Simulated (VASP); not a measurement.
Input of a VASP 6.6.1 run:

File POSCAR:

```
BN
1.0
    0.0000000000      3.4953158300      2.1660912400
    1.2516321000      0.0000000000      2.1660912400
    1.2516321000      3.4953158300      0.0000000000
N B
1 1
Direct
    0.6666513400      0.6666513400      0.3333486600
    0.0000486500      0.0000486500      0.9999513500
```

The input INCAR.step1:

```
  ALGO = Normal
  EDIFF = 1E-5
  ENCUT = 520
  GGA = PE
  ISIF = 2
  ISMEAR = 0
  LASPH = True
  LCHARG = False
  LREAL = False
  LWAVE = True
  NBANDS = 11
  NELM = 60
  PREC = Accurate
  SIGMA = 0.02
```

INCAR.step2

```
  AEXX = 0.25
  ALGO = Normal
  EDIFF = 1E-6
  ENCUT = 520
  GGA = PE
  HFRCUT = -1
  ISIF = 2
  ISMEAR = 0
  ISTART = 1
  LASPH = True
  LCHARG = False
  LHFCALC = True
  LREAL = False
  LWAVE = False
  NBANDS = 11
  NELM = 60
  PREC = Accurate
  PRECFOCK = Fast
  SIGMA = 0.02
```

Contents of KPOINTS:

```
k-points
0
Gamma
  8 8 8
```

Contents of KPOINTS_OPT:

```
path GYTZGXA1Y,TX1,XAZ,LG
8
line-mode
reciprocal
 0.0000000000  0.0000000000  0.0000000000  G
-0.5000000000 -0.5000000000  0.0000000000  Y

-0.5000000000 -0.5000000000  0.0000000000  Y
-1.0000000000 -0.5000000000 -0.5000000000  T

-1.0000000000 -0.5000000000 -0.5000000000  T
-0.5000000000  0.0000000000 -0.5000000000  Z

-0.5000000000  0.0000000000 -0.5000000000  Z
 0.0000000000  0.0000000000  0.0000000000  G

 0.0000000000  0.0000000000  0.0000000000  G
 0.0000000000 -0.3655286517 -0.3655286517  X

 0.0000000000 -0.3655286517 -0.3655286517  X
-0.5000000000 -0.6985850042 -0.1985850042  A1

-0.5000000000 -0.6985850042 -0.1985850042  A1
-0.5000000000 -0.5000000000  0.0000000000  Y

-1.0000000000 -0.5000000000 -0.5000000000  T
-1.0000000000 -0.6344713483 -0.6344713483  X1

 0.0000000000 -0.3655286517 -0.3655286517  X
-0.5000000000 -0.3014149958 -0.8014149958  A

-0.5000000000 -0.3014149958 -0.8014149958  A
-0.5000000000  0.0000000000 -0.5000000000  Z

-0.5000000000 -0.5000000000 -0.5000000000  L
 0.0000000000  0.0000000000  0.0000000000  G
```

Potentials or basis: VASP PAW PBE potentials, release 64 (N, B).

Command:

```sh
$ cat potpaw_PBE.64/N/POTCAR potpaw_PBE.64/B/POTCAR > POTCAR
$ cp INCAR.step1 INCAR
$ mpirun -np 1 vasp_std > vasp.out
$ cp INCAR.step2 INCAR
$ mpirun -np 1 vasp_std > vasp.out
```

**Question.** What does it give for the band gap on the k mesh?

**Answer.** 5.80 eV, indirect (least direct gap 6.92 eV).

**Question.** What does it give for the band gap along the path?

**Answer.** 5.75 eV, indirect (least direct gap 6.74 eV).

**Question.** Estimate the largest force.

**Answer.** 0.010 eV/Å.

Levels at the corners of the path, in eV from the valence-band top:
| point | band 1 | band 2 | band 3 | band 4 | band 5 | band 6 | band 7 | band 8 | band 9 |
| --- | --- | --- | --- | --- | --- | --- | --- | --- | --- |
| Γ | -19.79 | -5.02 | -1.77 | -1.76 | 6.64 | 13.95 | 14.02 | 15.92 | 16.97 |
| Y | -16.39 | -10.13 | -4.80 | -0.65 | 7.95 | 11.60 | 14.27 | 15.78 | 21.78 |
| Y | -16.39 | -10.13 | -4.80 | -0.65 | 7.95 | 11.60 | 14.27 | 15.78 | 21.78 |
| T | -16.28 | -9.93 | -4.84 | -1.68 | 5.75 | 12.15 | 16.81 | 21.33 | 21.74 |
| T | -16.28 | -9.93 | -4.84 | -1.68 | 5.75 | 12.15 | 16.81 | 21.33 | 21.74 |
| Z | -19.59 | -6.80 | -1.78 | -1.76 | 11.84 | 13.90 | 13.97 | 14.40 | 18.48 |
| Z | -19.59 | -6.80 | -1.78 | -1.76 | 11.84 | 13.90 | 13.97 | 14.40 | 18.48 |
| Γ | -19.79 | -5.02 | -1.77 | -1.76 | 6.64 | 13.95 | 14.02 | 15.92 | 16.97 |
| Γ | -19.79 | -5.02 | -1.77 | -1.76 | 6.64 | 13.95 | 14.02 | 15.92 | 16.97 |
| X | -15.76 | -9.07 | -7.74 | -0.64 | 6.21 | 14.37 | 15.96 | 19.90 | 21.23 |
| X | -15.76 | -9.07 | -7.74 | -0.64 | 6.21 | 14.37 | 15.96 | 19.90 | 21.23 |
| A1 | -15.82 | -8.99 | -7.88 | -0.50 | 7.08 | 15.36 | 15.79 | 17.09 | 20.75 |
| A1 | -15.82 | -8.99 | -7.88 | -0.50 | 7.08 | 15.36 | 15.79 | 17.09 | 20.75 |
| Y | -16.39 | -10.13 | -4.80 | -0.65 | 7.95 | 11.60 | 14.27 | 15.78 | 21.78 |
| T | -16.28 | -9.93 | -4.84 | -1.68 | 5.75 | 12.15 | 16.81 | 21.33 | 21.74 |
| X1 | -15.76 | -9.07 | -7.74 | -0.64 | 6.21 | 14.37 | 15.96 | 19.90 | 21.23 |
| X | -15.76 | -9.07 | -7.74 | -0.64 | 6.21 | 14.37 | 15.96 | 19.90 | 21.23 |
| A | -15.82 | -8.99 | -7.88 | -0.50 | 7.08 | 15.36 | 15.79 | 17.09 | 20.75 |
| A | -15.82 | -8.99 | -7.88 | -0.50 | 7.08 | 15.36 | 15.79 | 17.09 | 20.75 |
| Z | -19.59 | -6.80 | -1.78 | -1.76 | 11.84 | 13.90 | 13.97 | 14.40 | 18.48 |
| L | -16.34 | -10.03 | -4.81 | -1.19 | 6.63 | 12.08 | 15.50 | 17.81 | 22.34 |
| Γ | -19.79 | -5.02 | -1.77 | -1.76 | 6.64 | 13.95 | 14.02 | 15.92 | 16.97 |

Caveat: the PAW data sets were made with another functional, which shifts forces and pressure a little.
